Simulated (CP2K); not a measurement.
Crystal: CdS (Hawleyite).

```
Cd S
1.0
     4.12455    0.00000    0.00000
     2.06228    3.57197    0.00000
     2.06228    1.19066    3.36768
Cd S
1 1
Direct
  0.00000 0.00000 0.00000
  0.75000 0.75000 0.75000
```

Program: CP2K 2026.2. Alike in all runs: no spin polarisation; cell as given; k mesh 8 × 8 × 8; smearing fermi-dirac 0.05 eV.

Q: Order these runs on this cell by their band gap on the k mesh, lowest first.
A. level PBE; potentials or basis POTENTIAL_UZH Cd GTH-PBE-q12, S GTH-PBE-q6; TZVP-MOLOPT-PBE-GTH basis; EPS_DEFAULT 1.0E-10; NGRIDS 5; CUTOFF of the grids 450 Ry
B. level r2SCAN; potentials or basis POTENTIAL_UZH Cd GTH-SCAN-q12, S GTH-SCAN-q6; TZVP-MOLOPT-SCAN-GTH basis; EPS_DEFAULT 1.0E-9; NGRIDS 4; points a segment of the path (NPOINTS) 8; bands added on the path 6; CUTOFF of the grids 675 Ry
C. level TB-mBJ; potentials or basis POTENTIAL_UZH Cd GTH-PBE-q12, S GTH-PBE-q6; TZVP-MOLOPT-PBE-GTH basis; EPS_DEFAULT 1.0E-10; NGRIDS 5; points a segment of the path (NPOINTS) 10; bands added on the path 6; CUTOFF of the grids 675 Ry

A: C (0.98 eV), A (1.14 eV), B (1.50 eV).

Caveats: the basis of atomic orbitals isn't converged, which shifts pressures, moduli and gaps; this is a model potential without an energy functional, so only levels have meaning (some runs).

A k mesh can miss the band edges.

Not every run made on this cell is shown here.
